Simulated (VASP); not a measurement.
# ZnH (F-43m) in VASP: a series of runs, part 2 of 2

VASP 6.6.1. The steps go on from the part before.

### Step 3. Relaxation of the atoms, PBEsol

INCAR

```
  ALGO = Fast
  EDIFF = 1E-7
  EDIFFG = -0.01
  ENCUT = 520
  GGA = PS
  IBRION = 2
  ISIF = 2
  ISMEAR = 0
  LASPH = True
  LCHARG = False
  LREAL = False
  LWAVE = False
  NELM = 80
  NSW = 40
  PREC = Accurate
  SIGMA = 0.05
```

KPOINTS

```
k-points
0
Gamma
  10 10 10
```

POSCAR

```
ZnH
1.0
    0.0000000000      2.2159400000      2.2159400000
    2.2159400000      0.0000000000      2.2159400000
    2.2159400000      2.2159400000      0.0000000000
Zn H
1 1
Direct
    0.0000000000      0.0000000000      0.0000000000
    0.2500000000      0.2500000000      0.2500000000
```

Potentials or basis: VASP PAW PBE potentials, release 64 (Zn, H).

Run with:

```console
$ cat potpaw_PBE.64/Zn/POTCAR potpaw_PBE.64/H/POTCAR > POTCAR
$ mpirun -np 1 vasp_std > vasp.out
```

OUTCAR:

```text
EDIFF = 1E-7
   EDIFFG = -0.01
   ENCUT = 520
   GGA = PS
   IBRION = 2
   ISIF = 2
   ISMEAR = 0
   LASPH = True
   LREAL = False
   NELM = 80
   NSW = 40
   PREC = Accurate

 ion  position               nearest neighbor table
   1  0.000  0.000  0.000-   2 1.92   2 1.92   2 1.92   2 1.92
   2  0.250  0.250  0.250-   1 1.92   1 1.92   1 1.92   1 1.92

  LATTYP: Found a face centered cubic cell.
 ALAT       =     4.4318800000

  Lattice vectors:

 A1 = (   0.0000000000,   2.2159400000,   2.2159400000)
 A2 = (   2.2159400000,   0.0000000000,   2.2159400000)
 A3 = (   2.2159400000,   2.2159400000,   0.0000000000)

Analysis of symmetry for initial positions (statically):
=====================================================================
 Subroutine PRICEL returns:
 Original cell was already a primitive cell.

 Routine SETGRP: Setting up the symmetry group for a
 face centered cubic supercell.

 Subroutine GETGRP returns: Found 24 space group operations
 (whereof 24 operations were pure point group operations)
 out of a pool of 48 trial point group operations.

The static configuration has the point symmetry T_d .

Analysis of symmetry for dynamics (positions and initial velocities):
=====================================================================
 Subroutine PRICEL returns:
 Original cell was already a primitive cell.

 Routine SETGRP: Setting up the symmetry group for a
 face centered cubic supercell.

 Subroutine GETGRP returns: Found 24 space group operations
 (whereof 24 operations were pure point group operations)
 out of a pool of 48 trial point group operations.

The dynamic configuration has the point symmetry T_d .

 Subroutine INISYM returns: Found 24 space group operations
 (whereof 24 operations are pure point group operations),
 and found     1 'primitive' translations

----------------------------------------------------------------------------------------

                                     Primitive cell

  volume of cell :      21.7623

  direct lattice vectors                    reciprocal lattice vectors
     0.000000000  2.215940000  2.215940000    -0.225637878  0.225637878  0.225637878
     2.215940000  0.000000000  2.215940000     0.225637878 -0.225637878  0.225637878
     2.215940000  2.215940000  0.000000000     0.225637878  0.225637878 -0.225637878

  length of vectors
     3.133812401  3.133812401  3.133812401     0.390816269  0.390816269  0.390816269

  position of ions in fractional coordinates (direct lattice)
     0.000000000  0.000000000  0.000000000
     0.250000000  0.250000000  0.250000000

  ion indices of the primitive-cell ions
   primitive index   ion index
                 1           1
                 2           2

----------------------------------------------------------------------------------------

 KPOINTS: k-points

Automatic generation of k-mesh.
 Grid dimensions read from file:
 generate k-points for:   10   10   10

 Generating k-lattice:

  Cartesian coordinates                     Fractional coordinates (reciprocal lattice)
    -0.022563788  0.022563788  0.022563788     0.100000000  0.000000000  0.000000000
     0.022563788 -0.022563788  0.022563788     0.000000000  0.100000000  0.000000000
     0.022563788  0.022563788 -0.022563788     0.000000000  0.000000000  0.100000000

  Length of vectors
[... 39 lines left out ...]
   total plane-waves  NPLWV =  13824
   dimension x,y,z NGX =    24 NGY =   24 NGZ =   24
   dimension x,y,z NGXF=    48 NGYF=   48 NGZF=   48
   ions per type =               1   1
   NGX,Y,Z   is equivalent  to a cutoff of  12.73, 12.73, 12.73 a.u.
   NGXF,Y,Z  is equivalent  to a cutoff of  25.46, 25.46, 25.46 a.u.
 SYSTEM =  unknown system
   PREC   = accura    normal or accurate (medium, high low for compatibility)
   ISTART =      0    job   : 0-new  1-cont  2-samecut
   ICHARG =      2    charge: 1-file 2-atom 10-const
   ISPIN  =      1    spin polarized calculation?
   LNONCOLLINEAR =      F non collinear calculations
   LSORBIT =      F    spin-orbit coupling
   LASPH  =      T    aspherical Exc in radial PAW
   ENCUT  =  520.0 eV  38.22 Ry    6.18 a.u.   5.83  5.83  5.83*2*pi/ulx,y,z
   NELM   =     80;   NELMIN=  2; NELMDL= -5     # of ELM steps
   EDIFF  = 0.1E-06   stopping-criterion for ELM
   LREAL  =      F    real-space projection
   EDIFFG = -.1E-01   stopping-criterion for IOM
   NSW    =     40    number of steps for IOM
   IBRION =      2    ionic relax: 0-MD 1-quasi-New 2-CG
   NFREE  =      1    steps in history (QN), initial steepest desc. (CG)
   ISIF   =      2    stress and relaxation
   ISYM   =      2    0-nonsym 1-usesym 2-fastsym
   POTIM  = 0.5000    time-step for ionic-motion
   TEBEG  =    0.0;   TEEND  =   0.0 temperature during run
   PSTRESS=    0.0 pullay stress
   NELECT =      13.0000    total number of electrons
   NUPDOWN=      -1.0000    fix difference up-down
   EMIN   =  10.00;   EMAX   =-10.00  energy-range for DOS
   EFERMI =   0.00;   METHOD = LEGACY
   ISMEAR =     0;   SIGMA  =   0.05  broadening in eV -4-tet -1-fermi 0-gaus
   EFERMI_NEDOS =   21; number of points for ismear=-14 and -15
   IALGO  =     68    algorithm
   IMIX   =      4    mixing-type and parameters
     AMIX     =   0.40;   BMIX     =  1.00
     AMIX_MAG =   1.60;   BMIX_MAG =  1.00
  volume/ion in A,a.u.               =      10.88        73.43
  Fermi-wavevector in a.u.,A,eV,Ry     =   1.378758  2.605474 25.864305  1.900973
  Thomas-Fermi vector in A             =   2.503790
   LORBIT       =      0    0 simple, 1 ext, 2 COOP (PROOUT), +10 PAW based schemes
   GGA     = PS    functional components
   LHFCALC =     F    Hartree Fock is set to
   AEXX    =    0.0000 exact exchange contribution
   IVDW    =     0    specifies the selected vdW correction
   LEPSILON=     F    determine dielectric tensor
   LRPA    =     F    only Hartree local field effects (RPA)
 conjugate gradient relaxation of ions
 non-spin polarized calculation
 RMM-DIIS sequential band-by-band and
 Gauss-broadening in eV      SIGMA  =   0.05
  energy-cutoff  :      520.00
  volume of cell :       21.76
 maximum number of plane-waves:       600
   NGX = 11   NGY = 11   NGZ = 11

 number of electron      12.9999989 magnetization

 Free energy of the ion-electron system (eV)
  ---------------------------------------------------
  ext. energy  EPLUGINS =         0.00000000
  ---------------------------------------------------
  free energy    TOTEN  =        -3.96111652 eV

  energy without entropy =       -3.95991763  energy(sigma->0) =       -3.96051708

 E-fermi :   1.9288     XC(G=0): -10.6177

 val. band max:        1.9095281299   @ k =  -0.3000   0.5000   0.2000
 cond. band min:       1.9551262386   @ k =  -0.4000   0.4000   0.2000
 fundamental gap:      0.0455981087
 Fermi energy:         1.9287758598

 k-point     1 :       0.0000    0.0000    0.0000
  band No.  band energies     occupation
      1      -8.8507      2.00000
      2      -5.5735      2.00000
      3      -5.5735      2.00000
      4      -5.5735      2.00000
      5      -5.3219      2.00000
      6      -5.3219      2.00000
      7       8.3620      0.00000
      8      14.6829      0.00000
      9      14.6833      0.00000
     10      14.6841      0.00000
[... 287 lines left out ...]
 k-point    24 :       0.4000    0.3000    0.0000
  band No.  band energies     occupation
      1      -6.5631      2.00000
      2      -5.7429      2.00000
      3      -5.3484      2.00000
      4      -5.2924      2.00000
      5      -5.1886      2.00000
      6      -4.4242      2.00000
      7       3.6686      0.00000
      8       6.4861      0.00000
      9       8.2418      0.00000
     10       9.5383      0.00000

 [... further k-points ...]

------------------------ aborting loop because EDIFF is reached ----------------------------------------

  FORCE on cell =-STRESS in cart. coord.  units (eV):
  Direction    XX          YY          ZZ          XY          YZ          ZX
  --------------------------------------------------------------------------------------
  -------------------------------------------------------------------------------------
  Total       -0.4128773     -0.4128773     -0.4128773      0.0000000      0.0000000      0.0000000
  in kB      -30.3967830    -30.3967830    -30.3967830      0.0000000      0.0000000      0.0000000
  external PRESSURE =     -30.3967830 kB  Pullay stress =       0.0000000 kB

 VOLUME and BASIS-vectors are now :
 -----------------------------------------------------------------------------
  energy-cutoff  :      520.00
  volume of cell :       21.76
      direct lattice vectors                 reciprocal lattice vectors
     0.000000000  2.215940000  2.215940000    -0.225637878  0.225637878  0.225637878
     2.215940000  0.000000000  2.215940000     0.225637878 -0.225637878  0.225637878
     2.215940000  2.215940000  0.000000000     0.225637878  0.225637878 -0.225637878

 POSITION                                       TOTAL-FORCE (eV/Angst)
 -----------------------------------------------------------------------------------
      0.00000      0.00000      0.00000        -0.000000     -0.000000     -0.000000
      1.10797      1.10797      1.10797         0.000000      0.000000      0.000000
 -----------------------------------------------------------------------------------
    total drift:                                0.000000      0.000000      0.000000

  FREE ENERGIE OF THE ION-ELECTRON SYSTEM (eV)
  ---------------------------------------------------
  free  energy   TOTEN  =        -3.9611165248 eV

  energy  without entropy=       -3.9599176346  energy(sigma->0) =       -3.96051708

 reached required accuracy - stopping structural energy minimisation
```

It used 4.7 s of CPU time on 1 thread of Intel(R) Xeon(R) Platinum 8488C (Sapphire Rapids) (shared host), which was overloaded at the time.

What came out:

- Free energy: -3.9611 eV
- Pressure after relaxing: -3.0 GPa
- Band gap on the k mesh: none (metal or under the smearing width)

Final structure:
```cif
data_structure
_symmetry_space_group_name_H-M 'P 1'
_symmetry_Int_Tables_number 1
_cell_length_a 3.1338
_cell_length_b 3.1338
_cell_length_c 3.1338
_cell_angle_alpha 60.000
_cell_angle_beta 60.000
_cell_angle_gamma 60.000
_cell_volume 21.76
loop_
_atom_site_label
_atom_site_type_symbol
_atom_site_fract_x
_atom_site_fract_y
_atom_site_fract_z
_atom_site_occupancy
Zn1 Zn 0.00000 0.00000 0.00000 1
H1 H 0.25000 0.25000 0.25000 1
```

Caveat: the relaxation stopped at its first step, so nothing moved; the PAW data sets were made with another functional, which shifts forces and pressure a little.

### Step 4. Single point, BLYP (volume scaled by 1.25)

run.py

```python
from ase.calculators.vasp import Vasp
from ase.dft.bandgap import bandgap
from ase.io import read

atoms = read('POSCAR')
calc = Vasp(
    directory='calc',
    xc='blyp',
    pp='PBE',
    setups='recommended',
    prec='Accurate',
    encut=520,
    ediff=1e-06,
    ismear=0,
    sigma=0.01,
    lreal=False,
    lasph=True,
    nelm=60,
    algo='Normal',
    isif=2,
    lwave=False,
    lcharg=True,
    lelf=True,
    lvhar=True,
    kpts=[10, 10, 10],
    gamma=True,
    nbands=14,
)
atoms.calc = calc

print('energy (eV):', atoms.get_potential_energy())
print('free energy (eV):', atoms.get_potential_energy(force_consistent=True))
print('forces (eV/A):')
print(atoms.get_forces())
print('stress (eV/A^3, Voigt):', atoms.get_stress())
print('Fermi level (eV):', calc.get_fermi_level())
gap, top, bottom = bandgap(calc)
print('band gap (eV):', gap, 'from (spin, k, band)', top, 'to', bottom)
```

POSCAR

```
ZnH
1.0
    0.0000000000      2.3870490035      2.3870490035
    2.3870490035      0.0000000000      2.3870490035
    2.3870490035      2.3870490035      0.0000000000
Zn H
1 1
Direct
    0.0000000000      0.0000000000      0.0000000000
    0.2500000000      0.2500000000      0.2500000000
```

Potentials or basis: VASP PAW PBE potentials, release 64 (Zn, H).

Run with:

```console
$ python run.py
```

Standard output:

```text
energy (eV): -2.81616458
free energy (eV): -2.81623767
forces (eV/A):
[[ 0.  0.  0.]
 [-0. -0. -0.]]
stress (eV/A^3, Voigt): [ 0.0183565  0.0183565  0.0183565 -0.        -0.        -0.       ]
Fermi level (eV): 0.95371599
band gap (eV): 0.0 from (spin, k, band) (None, None, None) to (None, None, None)
```

OUTCAR:

```text
ENCUT = 520.000000
   EDIFF = 1.00e-06
   GGA = B5
   PREC = Accurate
   ISIF = 2
   ISMEAR = 0
   NELM = 60
   LASPH = .TRUE.
   LREAL = .FALSE.

 ion  position               nearest neighbor table
   1  0.000  0.000  0.000-
   2  0.250  0.250  0.250-

  LATTYP: Found a face centered cubic cell.
 ALAT       =     4.7740980070

  Lattice vectors:

 A1 = (   0.0000000000,   2.3870490035,   2.3870490035)
 A2 = (   2.3870490035,   0.0000000000,   2.3870490035)
 A3 = (   2.3870490035,   2.3870490035,   0.0000000000)

Analysis of symmetry for initial positions (statically):
=====================================================================
 Subroutine PRICEL returns:
 Original cell was already a primitive cell.

 Routine SETGRP: Setting up the symmetry group for a
 face centered cubic supercell.

 Subroutine GETGRP returns: Found 24 space group operations
 (whereof 24 operations were pure point group operations)
 out of a pool of 48 trial point group operations.

The static configuration has the point symmetry T_d .

Analysis of symmetry for dynamics (positions and initial velocities):
[... 175 lines left out ...]
      6      -5.8723      2.00000
      7       6.3252      0.00000
      8      11.8757      0.00000
      9      11.8757      0.00000
     10      11.8757      0.00000
     11      14.7034      0.00000
     12      14.7034      0.00000
     13      14.7034      0.00000
     14      18.0374      0.00000
[... 377 lines left out ...]
      1      -6.5357      2.00000
      2      -6.0787      2.00000
      3      -5.8666      2.00000
      4      -5.8501      2.00000
      5      -5.7890      2.00000
      6      -4.5248      2.00000
      7       2.2387      0.00000
      8       5.4135      0.00000
      9       6.9432      0.00000
     10       8.1088      0.00000
     11      11.2909      0.00000
     12      18.9885      0.00000
     13      21.2378      0.00000
     14      23.3753      0.00000

 [... further k-points ...]

------------------------ aborting loop because EDIFF is reached ----------------------------------------

  FORCE on cell =-STRESS in cart. coord.  units (eV):
  Direction    XX          YY          ZZ          XY          YZ          ZX
  --------------------------------------------------------------------------------------
  -------------------------------------------------------------------------------------
  Total       -0.4993484     -0.4993484     -0.4993484      0.0000000      0.0000000      0.0000000
  in kB      -29.4103546    -29.4103546    -29.4103546      0.0000000      0.0000000      0.0000000
  external PRESSURE =     -29.4103546 kB  Pullay stress =       0.0000000 kB

 VOLUME and BASIS-vectors are now :
 -----------------------------------------------------------------------------
  energy-cutoff  :      520.00
  volume of cell :       27.20
      direct lattice vectors                 reciprocal lattice vectors
     0.000000000  2.387049004  2.387049004    -0.209463651  0.209463651  0.209463651
     2.387049004  0.000000000  2.387049004     0.209463651 -0.209463651  0.209463651
     2.387049004  2.387049004  0.000000000     0.209463651  0.209463651 -0.209463651

 POSITION                                       TOTAL-FORCE (eV/Angst)
 -----------------------------------------------------------------------------------
      0.00000      0.00000      0.00000         0.000000      0.000000      0.000000
      1.19352      1.19352      1.19352        -0.000000     -0.000000     -0.000000
 -----------------------------------------------------------------------------------
    total drift:                                0.000000      0.000000      0.000000

  FREE ENERGIE OF THE ION-ELECTRON SYSTEM (eV)
  ---------------------------------------------------
  free  energy   TOTEN  =        -2.8162376723 eV

  energy  without entropy=       -2.8160914814  energy(sigma->0) =       -2.81616458
```

INCAR:

```text
AGGAC = 1.000000
AGGAX = 1.000000
ALDAC = 0.000000
ENCUT = 520.000000
SIGMA = 0.010000
ALDAX = 1.000000
EDIFF = 1.00e-06
ALGO = Normal
GGA = B5
PREC = Accurate
ISIF = 2
ISMEAR = 0
NBANDS = 14
NELM = 60
LASPH = .TRUE.
LCHARG = .TRUE.
LELF = .TRUE.
LVHAR = .TRUE.
LWAVE = .FALSE.
LREAL = .FALSE.
```

It took 23 s on 1 thread of Intel Xeon Platinum 8488C (Sapphire Rapids), shared host; peak memory 0.16 GiB.

Results:

- Free energy: -2.8162 eV
- Pressure: -2.9 GPa
- Band gap on the k mesh: none (metal or under the smearing width)

Caveat: the PAW data sets were made with another functional, which shifts forces and pressure a little.

### Step 5. The runs side by side

| task | level | cell | cutoff (eV) | smearing | gap on the mesh (eV) | pressure (GPa) |
| --- | --- | --- | --- | --- | --- | --- |
| relaxation of cell and atoms | PBE | relaxed | 600 | gaussian 0.05 eV | none | -0.1 |
| relaxation of the atoms | PBEsol | atoms relaxed | 520 | gaussian 0.05 eV | none | -3.0 |
| single point | BLYP | volume scaled by 1.25 | 520 | gaussian 0.01 eV | none | -2.9 |

Alike in all rows: potentials or basis VASP PAW PBE potentials, release 64 (Zn, H); no spin polarisation; k mesh 10 × 10 × 10.

Caveats: the PAW data sets were made with another functional, which shifts forces and pressure a little (some runs); the relaxation stopped at its first step, so nothing moved (some runs).

Absolute energies hang on the potentials; compare differences alone.
